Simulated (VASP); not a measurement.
# WC (Qusongite) (P-6m2) in VASP: notebook

One crystal, WC (Qusongite), is run at these levels: PBEsol, PBE; tasks: single point.

Program: VASP 6.6.1. These are calculated values, not measurements. Logs are shortened: lines on timing, memory, paths and dates and some standing lists are left out, and cuts for length are marked.

## 1. The structure

Symmetry: P-6m2, No. 187, hexagonal system. Conventional cell: a = 2.907 Å, b = 2.907 Å, c = 2.837 Å, α = 90.00°, β = 90.00°, γ = 120.00°. W (site symmetry -6m2) is surrounded by 6 C at 2.20 Å. C (site symmetry -6m2) has 6 W at 2.20 Å as nearest neighbours.

## 2. Single point, PBEsol

Contents of INCAR:

```
  ALGO = Fast
  EDIFF = 1E-7
  ENCUT = 500
  GGA = PS
  ISIF = 2
  ISMEAR = 0
  LASPH = True
  LCHARG = True
  LELF = True
  LREAL = False
  LVHAR = True
  LWAVE = False
  NBANDS = 12
  NELM = 80
  PREC = Accurate
  SIGMA = 0.1
```

Contents of KPOINTS:

```
k-points
0
Gamma
  10 10 9
```

Contents of POSCAR:

```
WC
2.9065
    1.000000000000      0.000000000000      0.000000000000
   -0.500000000000      0.866025403785      0.000000000000
    0.000000000000      0.000000000000      0.975950455875
W C
1 1
Direct
    0.0000000000      0.0000000000      0.0000000000
    0.6666666667      0.3333333333      0.5000000000
```

Potentials or basis: VASP PAW PBE potentials, release 64 (W, C).

Launch:

```sh
$ cat potpaw_PBE.64/W/POTCAR potpaw_PBE.64/C/POTCAR > POTCAR
$ mpirun -np 1 vasp_std > vasp.out
```

OUTCAR:

```text
EDIFF = 1E-7
   ENCUT = 500
   GGA = PS
   ISIF = 2
   ISMEAR = 0
   LASPH = True
   LREAL = False
   NELM = 80
   PREC = Accurate

 ion  position               nearest neighbor table
   1  0.000  0.000  0.000-   2 2.20   2 2.20   2 2.20   2 2.20   2 2.20   2 2.20
   2  0.667  0.333  0.500-   1 2.20   1 2.20   1 2.20   1 2.20   1 2.20   1 2.20

  LATTYP: Found a hexagonal cell.
 ALAT       =     2.9065000000
 C/A-ratio  =     0.9759504559

  Lattice vectors:

 A1 = (   2.9065000000,   0.0000000000,   0.0000000000)
 A2 = (  -1.4532500000,   2.5171028361,   0.0000000000)
 A3 = (   0.0000000000,   0.0000000000,   2.8366000000)

Analysis of symmetry for initial positions (statically):
=====================================================================
 Subroutine PRICEL returns:
 Original cell was already a primitive cell.

 Routine SETGRP: Setting up the symmetry group for a
 hexagonal supercell.

 Subroutine GETGRP returns: Found 12 space group operations
 (whereof 12 operations were pure point group operations)
 out of a pool of 24 trial point group operations.

The static configuration has the point symmetry D_3h.

Analysis of symmetry for dynamics (positions and initial velocities):
=====================================================================
 Subroutine PRICEL returns:
 Original cell was already a primitive cell.

 Routine SETGRP: Setting up the symmetry group for a
 hexagonal supercell.

 Subroutine GETGRP returns: Found 12 space group operations
 (whereof 12 operations were pure point group operations)
 out of a pool of 24 trial point group operations.

The dynamic configuration has the point symmetry D_3h.

 Subroutine INISYM returns: Found 12 space group operations
 (whereof 12 operations are pure point group operations),
 and found     1 'primitive' translations

----------------------------------------------------------------------------------------

                                     Primitive cell

  volume of cell :      20.7525

  direct lattice vectors                    reciprocal lattice vectors
     2.906500000  0.000000000  0.000000000     0.344056425  0.198641070  0.000000000
    -1.453250000  2.517102836  0.000000000     0.000000000  0.397282139  0.000000000
     0.000000000  0.000000000  2.836600000     0.000000000  0.000000000  0.352534725

  length of vectors
     2.906500000  2.906500000  2.836600000     0.397282139  0.397282139  0.352534725

  position of ions in fractional coordinates (direct lattice)
     0.000000000  0.000000000  0.000000000
     0.666666667  0.333333333  0.500000000

  ion indices of the primitive-cell ions
   primitive index   ion index
                 1           1
                 2           2

----------------------------------------------------------------------------------------

 KPOINTS: k-points

Automatic generation of k-mesh.
 Grid dimensions read from file:
 generate k-points for:   10   10    9

 Generating k-lattice:

  Cartesian coordinates                     Fractional coordinates (reciprocal lattice)
     0.034405643  0.019864107  0.000000000     0.100000000  0.000000000  0.000000000
     0.000000000  0.039728214  0.000000000     0.000000000  0.100000000  0.000000000
     0.000000000  0.000000000  0.039170525     0.000000000  0.000000000  0.111111111

  Length of vectors
     0.039728214  0.039728214  0.039170525

  Shift w.r.t. Gamma in fractional coordinates (k-lattice)
     0.000000000  0.000000000  0.000000000

 Subroutine IBZKPT returns following result:
 ===========================================

 Found     70 irreducible k-points:

 Following reciprocal coordinates:
            Coordinates               Weight
  0.000000  0.000000  0.000000      1.000000
  0.100000  0.000000  0.000000      6.000000
  0.200000  0.000000  0.000000      6.000000
  0.300000  0.000000  0.000000      6.000000
  0.400000  0.000000  0.000000      6.000000
  0.500000  0.000000  0.000000      3.000000
[... 42 lines left out ...]
  0.100000  0.100000  0.333333     12.000000
  0.200000  0.100000  0.333333     24.000000
 [... further k-points ...]
   k-points           NKPTS =     70   k-points in BZ     NKDIM =     70   number of bands    NBANDS=     12
   number of dos      NEDOS =    301   number of ions     NIONS =      2
   total plane-waves  NPLWV =  13824
   dimension x,y,z NGX =    24 NGY =   24 NGZ =   24
   dimension x,y,z NGXF=    48 NGYF=   48 NGZF=   48
   ions per type =               1   1
   NGX,Y,Z   is equivalent  to a cutoff of  13.73, 13.73, 14.07 a.u.
   NGXF,Y,Z  is equivalent  to a cutoff of  27.46, 27.46, 28.13 a.u.
 SYSTEM =  unknown system
   PREC   = accura    normal or accurate (medium, high low for compatibility)
   ISTART =      0    job   : 0-new  1-cont  2-samecut
   ICHARG =      2    charge: 1-file 2-atom 10-const
   ISPIN  =      1    spin polarized calculation?
   LNONCOLLINEAR =      F non collinear calculations
   LSORBIT =      F    spin-orbit coupling
   LASPH  =      T    aspherical Exc in radial PAW
   ENCUT  =  500.0 eV  36.75 Ry    6.06 a.u.   5.30  5.30  5.17*2*pi/ulx,y,z
   NELM   =     80;   NELMIN=  2; NELMDL= -5     # of ELM steps
   EDIFF  = 0.1E-06   stopping-criterion for ELM
   LREAL  =      F    real-space projection
   EDIFFG = 0.1E-05   stopping-criterion for IOM
   NSW    =      0    number of steps for IOM
   IBRION =     -1    ionic relax: 0-MD 1-quasi-New 2-CG
   NFREE  =      0    steps in history (QN), initial steepest desc. (CG)
   ISIF   =      2    stress and relaxation
   ISYM   =      2    0-nonsym 1-usesym 2-fastsym
   POTIM  = 0.5000    time-step for ionic-motion
   TEBEG  =    0.0;   TEEND  =   0.0 temperature during run
   PSTRESS=    0.0 pullay stress
   NELECT =      10.0000    total number of electrons
   NUPDOWN=      -1.0000    fix difference up-down
   EMIN   =  10.00;   EMAX   =-10.00  energy-range for DOS
   EFERMI =   0.00;   METHOD = LEGACY
   ISMEAR =     0;   SIGMA  =   0.10  broadening in eV -4-tet -1-fermi 0-gaus
   EFERMI_NEDOS =   21; number of points for ismear=-14 and -15
   IALGO  =     68    algorithm
   IMIX   =      4    mixing-type and parameters
     AMIX     =   0.40;   BMIX     =  1.00
     AMIX_MAG =   1.60;   BMIX_MAG =  1.00
  volume/ion in A,a.u.               =      10.38        70.02
  Fermi-wavevector in a.u.,A,eV,Ry     =   1.283468  2.425403 22.412742  1.647290
  Thomas-Fermi vector in A             =   2.415719
   LORBIT       =      0    0 simple, 1 ext, 2 COOP (PROOUT), +10 PAW based schemes
   GGA     = PS    functional components
   LHFCALC =     F    Hartree Fock is set to
   AEXX    =    0.0000 exact exchange contribution
   IVDW    =     0    specifies the selected vdW correction
   LEPSILON=     F    determine dielectric tensor
   LRPA    =     F    only Hartree local field effects (RPA)
 non-spin polarized calculation
 RMM-DIIS sequential band-by-band and
 Gauss-broadening in eV      SIGMA  =   0.10
  energy-cutoff  :      500.00
  volume of cell :       20.75
 maximum number of plane-waves:       541
 NGX is ok and might be reduce to    24
   NGX = 11   NGY = 11   NGZ = 11

 number of electron      10.0000000 magnetization

 Free energy of the ion-electron system (eV)
  ---------------------------------------------------
  ext. energy  EPLUGINS =         0.00000000
  ---------------------------------------------------
  free energy    TOTEN  =       -23.98443244 eV

  energy without entropy =      -23.98340480  energy(sigma->0) =      -23.98391862

 E-fermi :   8.1591     XC(G=0): -13.5153

 val. band max:        8.1513685043   @ k =   0.1000   0.0000   0.3333
 cond. band min:       8.2437878529   @ k =   0.4000   0.2000   0.0000
 fundamental gap:      0.0924193487
 Fermi energy:         8.1590755918

 k-point     1 :       0.0000    0.0000    0.0000
  band No.  band energies     occupation
      1      -6.2545      2.00000
      2       3.8361      2.00000
      3       4.8394      2.00000
      4       4.8394      2.00000
      5       8.3243      0.01950
      6      11.3545      0.00000
      7      11.3545      0.00000
      8      13.8475      0.00000
      9      13.8475      0.00000
     10      14.7269      0.00000
     11      22.6346      0.00000
     12      25.0788      0.00000

 k-point     2 :       0.1000    0.0000    0.0000
  band No.  band energies     occupation
      1      -6.0041      2.00000
      2       3.8677      2.00000
      3       4.5452      2.00000
      4       5.0851      2.00000
      5       7.5938      2.00000
      6      11.2618      0.00000
      7      12.1680      0.00000
      8      13.3304      0.00000
      9      13.6671      0.00000
     10      15.4746      0.00000
     11      22.1853      0.00000
     12      25.6313      0.00000

 k-point     3 :       0.2000    0.0000    0.0000
  band No.  band energies     occupation
      1      -5.3081      2.00000
      2       3.1569      2.00000
      3       4.7228      2.00000
      4       5.7599      2.00000
      5       6.4056      2.00000
      6      11.0278      0.00000
      7      12.3021      0.00000
      8      13.2623      0.00000
      9      13.5067      0.00000
     10      17.0234      0.00000
     11      22.0031      0.00000
     12      26.9602      0.00000
[... 526 lines left out ...]
 k-point    39 :       0.2000    0.2000    0.2222
  band No.  band energies     occupation
      1      -3.3193      2.00000
      2       2.6007      2.00000
      3       3.2577      2.00000
      4       5.1456      2.00000
      5       6.6207      2.00000
      6      10.1754      0.00000
      7      12.6561      0.00000
      8      13.9980      0.00000
      9      15.4766      0.00000
     10      19.4817      0.00000
     11      21.9493      0.00000
     12      25.0968      0.00000

 k-point    40 :       0.3000    0.2000    0.2222
  band No.  band energies     occupation
      1      -2.7648      2.00000
      2       1.9861      2.00000
      3       3.4640      2.00000
      4       4.5647      2.00000
      5       6.9298      2.00000
      6      11.1024      0.00000
      7      12.6099      0.00000
      8      14.0161      0.00000
      9      15.6130      0.00000
     10      20.0648      0.00000
     11      21.7868      0.00000
     12      24.8840      0.00000

 [... further k-points ...]
[... 5 lines left out ...]
  --------------------------------------------------------------------------------------
  -------------------------------------------------------------------------------------
  Total       -0.4747388     -0.4747388     -0.6073512      0.0000000     -0.0000000      0.0000000
  in kB      -36.6518550    -36.6518550    -46.8900964      0.0000000     -0.0000000      0.0000000
  external PRESSURE =     -40.0646021 kB  Pullay stress =       0.0000000 kB

 VOLUME and BASIS-vectors are now :
 -----------------------------------------------------------------------------
  energy-cutoff  :      500.00
  volume of cell :       20.75
      direct lattice vectors                 reciprocal lattice vectors
     2.906500000  0.000000000  0.000000000     0.344056425  0.198641070  0.000000000
    -1.453250000  2.517102836  0.000000000     0.000000000  0.397282139  0.000000000
     0.000000000  0.000000000  2.836600000     0.000000000  0.000000000  0.352534725

 POSITION                                       TOTAL-FORCE (eV/Angst)
 -----------------------------------------------------------------------------------
      0.00000      0.00000      0.00000        -0.000000      0.000000      0.000000
      1.45325      0.83903      1.41830         0.000000     -0.000000      0.000000
 -----------------------------------------------------------------------------------
    total drift:                               -0.000000      0.000000      0.000000

  FREE ENERGIE OF THE ION-ELECTRON SYSTEM (eV)
  ---------------------------------------------------
  free  energy   TOTEN  =       -23.9844324371 eV

  energy  without entropy=      -23.9834047968  energy(sigma->0) =      -23.98391862
```

Run time: 11 s. Hardware: 1 thread of Intel Xeon Platinum 8559C (Emerald Rapids), shared host; peak memory 0.15 GiB.

Results:

```yaml
Free_energy: -23.9844 eV
Pressure: -4.0 GPa
Band_gap_on_the_k_mesh: none (metal or under the smearing width)
```

Caveat: the PAW data sets were made with another functional, which shifts forces and pressure a little. The run has no spin-orbit coupling, so splittings on W are missing.

## 3. Single point, PBEsol

Contents of run.py:

```python
from ase.calculators.vasp import Vasp
from ase.dft.bandgap import bandgap
from ase.io import read

atoms = read('WC.cif')
calc = Vasp(
    directory='calc',
    xc='pbesol',
    pp='PBE',
    setups='minimal',
    prec='Accurate',
    encut=500,
    ediff=1e-06,
    ismear=0,
    sigma=0.1,
    lreal=False,
    lasph=True,
    nelm=100,
    algo='Normal',
    isif=2,
    lwave=False,
    lcharg=False,
    kpts=[10, 10, 9],
    gamma=True,
)
atoms.calc = calc

print('energy (eV):', atoms.get_potential_energy())
print('free energy (eV):', atoms.get_potential_energy(force_consistent=True))
print('forces (eV/A):')
print(atoms.get_forces())
print('stress (eV/A^3, Voigt):', atoms.get_stress())
print('Fermi level (eV):', calc.get_fermi_level())
gap, top, bottom = bandgap(calc)
print('band gap (eV):', gap, 'from (spin, k, band)', top, 'to', bottom)
```

Contents of WC.cif:

```cif
data_WC
_cell_length_a 2.90650000
_cell_length_b 2.90650000
_cell_length_c 2.83660000
_cell_angle_alpha 90.00000000
_cell_angle_beta 90.00000000
_cell_angle_gamma 120.00000000
_space_group_name_H-M_alt 'P1'
_space_group_name_Hall 'P 1'
_space_group_IT_number 1
loop_
_space_group_symop_operation_xyz
'x,y,z'
loop_
_atom_site_label
_atom_site_type_symbol
_atom_site_symmetry_multiplicity
_atom_site_Wyckoff_symbol
_atom_site_fract_x
_atom_site_fract_y
_atom_site_fract_z
_atom_site_occupancy
W1 W 1 a 0.0000000000 0.0000000000 0.0000000000 1
C1 C 1 a 0.6666666667 0.3333333333 0.5000000000 1
```

Potentials or basis: VASP PAW PBE potentials, release 64 (W, C).

Launch:

```sh
$ python run.py
```

Log:

```text
energy (eV): -23.98391889
free energy (eV): -23.98443251
forces (eV/A):
[[ 0. -0.  0.]
 [-0.  0.  0.]]
stress (eV/A^3, Voigt): [ 0.02288803  0.02288803  0.0292717   0.         -0.          0.        ]
Fermi level (eV): 8.15901162
band gap (eV): 0.0 from (spin, k, band) (None, None, None) to (None, None, None)
```

OUTCAR:

```text
ENCUT = 500.000000
   EDIFF = 1.00e-06
   GGA = PS
   PREC = Accurate
   ISIF = 2
   ISMEAR = 0
[... 730 lines left out ...]
      0.00000      0.00000      0.00000         0.000000     -0.000000      0.000000
      1.45325      0.83903      1.41830        -0.000000      0.000000      0.000000
 -----------------------------------------------------------------------------------
    total drift:                               -0.000000      0.000000      0.000000

  FREE ENERGIE OF THE ION-ELECTRON SYSTEM (eV)
  ---------------------------------------------------
  free  energy   TOTEN  =       -23.9844325147 eV

  energy  without entropy=      -23.9834052602  energy(sigma->0) =      -23.98391889
```

INCAR:

```text
ENCUT = 500.000000
SIGMA = 0.100000
EDIFF = 1.00e-06
ALGO = Normal
GGA = PS
PREC = Accurate
ISIF = 2
ISMEAR = 0
NELM = 100
LASPH = .TRUE.
LCHARG = .FALSE.
LWAVE = .FALSE.
LREAL = .FALSE.
```

Run time: 10 s. Hardware: 1 thread of Intel Xeon Platinum 8559C (Emerald Rapids), shared host; peak memory 0.15 GiB.

Results:

```
Free energy            : -23.9844 eV
Pressure               : -4.0 GPa
Band gap on the k mesh : none (metal or under the smearing width)
```

Stress tensor (GPa, compression positive):
```
-3.67  0.00  0.00
 0.00 -3.67  0.00
 0.00  0.00 -4.69
```

Levels at points of the mesh, in eV from the Fermi level:
| k point | band 3 | band 4 | band 5 | band 6 | band 7 | band 8 |
| --- | --- | --- | --- | --- | --- | --- |
| (0.00, 0.00, 0.00) | -3.32 | -3.32 | 0.17 | 3.20 | 3.20 | 5.69 |
| (0.50, 0.00, 0.00) | -3.60 | -3.58 | -0.40 | 2.31 | 4.52 | 4.88 |

Caveat: the PAW data sets were made with another functional, which shifts forces and pressure a little. The run has no spin-orbit coupling, so splittings on W are missing.

(Continued in part 2 of 2.)
